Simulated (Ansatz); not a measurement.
# Is this P structure a true minimum?

The cell was found from a structure generator's guess, not taken from experiment.

Computed with DFT PBE, scalar-relativistic, plane waves, PAW in Ansatz. Settings: cutoff 420 eV, Γ-centred mesh 22×22×24 on the computed 1-atom cell, Gaussian smearing of 0.10 eV; no spin polarisation.

The cell below (1 atom, space group Pm-3m (No. 221)) is relaxed within its symmetry.

```
P
1.0
     2.44730    0.00000    0.00000
     0.00000    2.44730    0.00000
     0.00000    0.00000    2.43965
P
1
Direct
  0.00000 0.00000 0.50000
```

For the test a repeat of it with 8 atoms (edges 4.88, 4.89, 4.89 Å) was strained at random (σ = 1.5 % a component), the atoms were moved at random (σ = 0.10 Å), and all was relaxed again on a coarse 4×4×4 mesh (in the run’s order of axes) with 0.20 eV smearing, with no symmetry imposed.

Task: Is the structure stable against such a distortion?

Result: It doesn't return. The energy falls by 79 meV/atom on that mesh, the volume changes by 11.9 %, and the end has space group R-3m (No. 166) at a loose tolerance. Relaxed again on an 18×18×18 mesh with 0.10 eV smearing, the new structure lies 48 meV/atom below the first (mesh in the axes of the run's cell; the cell below is made exact in the group named). Space group R-3m (No. 166), trigonal, a = 3.481 Å, c = 9.207 Å. Around P lie 3 P at 2.32 Å and 3 P at 2.78 Å.

```xyz
2
Lattice="1.7406 1.0050 3.0691 -1.7406 1.0050 3.0691 0.0000 -2.0099 3.0691" Properties=species:S:1:pos:R:3 pbc="T T T"
P     0.0000    0.0000    7.0954
P     0.0000    0.0000    2.1117
```
